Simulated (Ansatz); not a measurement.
## What moves the field gradients of TiO2?

Cell of run 1: an entry of the Crystallography Open Database (COD), atoms as given.

```cif
data_TiO2
_symmetry_space_group_name_H-M 'Pbcn'
_symmetry_Int_Tables_number 60
_cell_length_a 4.5150
_cell_length_b 5.4970
_cell_length_c 4.9390
_cell_angle_alpha 90.000
_cell_angle_beta 90.000
_cell_angle_gamma 90.000
loop_
_atom_site_label
_atom_site_type_symbol
_atom_site_symmetry_multiplicity
_atom_site_Wyckoff_symbol
_atom_site_fract_x
_atom_site_fract_y
_atom_site_fract_z
Ti Ti 4 c 0.0000 0.1710 0.2500
O O 8 d 0.2860 0.3760 0.4120
```

One atom of each set is listed.

Relaxed positions (PBE, cell held):

Ti (0.0000, 0.1745, 0.2500)
O (0.2704, 0.3819, 0.4197)

All runs are DFT with Ansatz 0.2.0 (plane waves and PAW, scalar-relativistic unless spin–orbit coupling is named, Γ-centred meshes, Fermi–Dirac smearing where given) in this cell.

Run 1: PBE, atoms as given; 420 eV, 5×5×5 k-points, smearing 0.02 eV.
Run 2: PBE, atoms relaxed; 420 eV, 5×5×5 k-points, smearing 0.02 eV.
Run 3: r2SCAN, at the relaxed atoms; 500 eV, 5×5×5 k-points, smearing 0.02 eV.

| run | Ti V_zz (η) | O V_zz (η) |
| --- | --- | --- |
| 1 | 2.89 (0.36) | -2.75 (0.57) |
| 2 | 2.68 (0.68) | -2.73 (0.49) |
| 3 | ? | ? |

V_zz in 10²¹ V/m².

(1) Estimate the row of run 3.

Results:

(1) Ti: 2.63 (0.67); O: -2.98 (0.48). It lies nearest to run 2, from whose tensors on these sites it differs by 0.30 at most (largest principal value of the difference, on O). Taken one at a time, the positions of the atoms (as given or relaxed) move the tensors on these sites by up to 0.61 (largest principal value of the change, on Ti), the functional (r2SCAN with its higher cutoff) by 0.30 (O).

In run 1 the atoms aren't at the calculated equilibrium (largest force 0.70 eV/Å). The cell isn't the equilibrium one in runs 1, 2 (calculated pressure 7, 5 GPa), and the entry's cell may itself be off.
